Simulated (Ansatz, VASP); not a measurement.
**MoS2: VASP beside Ansatz**

File INCAR:

```
SYSTEM = MoS2
PREC     = Accurate       ! precision mode
ENCUT    = 520            ! plane-wave cutoff, eV
EDIFF    = 1E-7           ! SCF threshold, eV
ISMEAR   = -1             ! smearing method
SIGMA    = 0.05           ! smearing width, eV
LREAL    = .False.        ! projectors in reciprocal space
LASPH    = .True.         ! aspherical terms in the spheres
NELM     = 80             ! most SCF steps
ALGO     = Normal         ! electronic algorithm
ISIF     = 2              ! what is computed and relaxed
LWAVE    = .False.        ! write WAVECAR
LCHARG   = .False.        ! write CHGCAR
GGA      = PS             ! functional
NBANDS   = 20             ! bands
```

The input KPOINTS:

```
regular mesh
0
Gamma
  9 9 4
  0 0 0
```

The input POSCAR:

```
MoS2
1.0
    3.2274645616      0.0000000000      0.0000000000
   -1.6137322808      2.7950663001      0.0000000000
    0.0000000000      0.0000000000      6.3124734200
Mo S
1 2
Direct
   -0.0059710000     -0.0182670000      0.4992970000
    0.6556410000      0.3222370000      0.7482370000
    0.3338080000      0.6868770000      0.2525640000
```

The input input.yaml:

```yaml
crystal:
  lattice:
    - [3.2274645616, 0.0, 0.0]
    - [-1.6137322808, 2.7950663001, 0.0]
    - [0.0, 0.0, 6.31247342]
  atoms:
    - { symbol: Mo, position: [-0.005971, -0.018267, 0.499297] }
    - { symbol: S, position: [0.655641, 0.322237, 0.748237] }
    - { symbol: S, position: [0.333808, 0.686877, 0.252564] }
hamiltonian:
  xc: pbesol
  pseudopotentials: { kind: paw }
kpoints:
  mp_grid: { grid: [9, 9, 4] }
scf:
  occupations: { method: fermi_dirac, width: 0.05 }
output:
  forces: true
  stress: true
  eigenvalues: true
  write_density: true
  write_potential: true
  elf: true
  volumetric_format: npy
```

Change from the starting cell: atoms moved at random, drawn with an rms of 0.05 Å.

Alike in both runs: task single point; functional PBEsol; k mesh 9 × 9 × 4; occupations fermi-dirac, width 0.05 eV; no spin polarisation.

|  | VASP | Ansatz |
| --- | --- | --- |
| version | VASP 6.6.1 | Ansatz 0.2.0 |
| potentials or method | VASP PAW PBE potentials, release 64 (Mo_sv, S) | Ansatz PAW |
| plane-wave cutoff (eV) | 520 | 420 |
| valence electrons in the cell | 26 | 26 |

```tsv
	VASP	Ansatz	Ansatz less VASP
gap on the k mesh at the Fermi level (eV)	none	none	-
pressure (GPa)	-4.8	-4.8	-0.01
largest component of the traceless stress (GPa)	2.72	2.72	0.000
rms of the force components (eV/Å)	0.287	0.287	+0.0008
```

Atom by atom the forces differ by 0.003 eV/Å (rms over components). A gap of «none» marks a metal or a gap that the smearing closes.

Caveats: the PAW data sets were made with another functional, which shifts forces and pressure a little (VASP); the PAW data sets come from PBE, with cores solved anew for the run's functional, which leaves a small shift of forces and pressure (Ansatz).
